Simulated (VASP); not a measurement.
The system is MgO2.

```
Mg O
1.0
     4.82861    0.00000    0.00000
     0.00000    4.82861    0.00000
     0.00000    0.00000    4.82861
Mg O
4 8
Direct
  0.00000 0.00000 0.00000
  0.50000 0.00000 0.50000
  0.50000 0.50000 0.00000
  0.00000 0.50000 0.50000
  0.58942 0.91058 0.08942
  0.91058 0.08942 0.58942
  0.08942 0.58942 0.91058
  0.41058 0.41058 0.41058
  0.58942 0.58942 0.58942
  0.91058 0.41058 0.08942
  0.08942 0.91058 0.41058
  0.41058 0.08942 0.91058
```

The cell is a database's computed one.

- Program: VASP 6.6.1
- Task: relaxation of cell and atoms
- Functional: BLYP
- Dispersion: D4
- Potentials or basis: VASP PAW PBE potentials, release 64 (Mg, O)
- Cutoff: 600 eV
- k mesh: 6 × 6 × 6
- Occupations: fermi-dirac, width 0.05 eV
- Spin: no spin polarisation

At the start: pressure 4.2 GPa; volume 9.38 Å³/atom.

**Question.** How do energy, volume and symmetry change on relaxing?

**Answer.** Over 5 steps the energy falls by 4.9 meV/atom and the volume is 9.60 Å³/atom (+2.3 %); space group Pa-3 (No. 205, to 0.05 Å).

The path:
```
step  energy change (eV)  largest force (eV/Å)  pressure (GPa)  volume (Å³)
   1              0.0000                0.6112            4.17       112.58
   2              0.0145                0.7548           -2.65       116.61
   3             -0.0549                0.0950            0.81       114.41
   4             -0.0549                0.0820            0.86       114.37
   5             -0.0582                0.0019            0.01       115.20
```

Final structure:
```xyz
12
Lattice="4.8657 0.0000 0.0000 0.0000 4.8657 0.0000 0.0000 0.0000 4.8657" Properties=species:S:1:pos:R:3 pbc="T T T"
Mg    0.0000    4.8657    0.0000
Mg    2.4328    4.8657    2.4328
Mg    2.4328    2.4328    0.0000
Mg    0.0000    2.4328    2.4328
O     2.8740    4.4246    0.4411
O     4.4246    0.4411    2.8740
O     0.4411    2.8740    4.4246
O     1.9917    1.9917    1.9917
O     2.8740    2.8740    2.8740
O     4.4246    1.9917    0.4411
O     0.4411    4.4246    1.9917
O     1.9917    0.4411    4.4246
```

Caveat: the PAW data sets were made with another functional, which shifts forces and pressure a little.
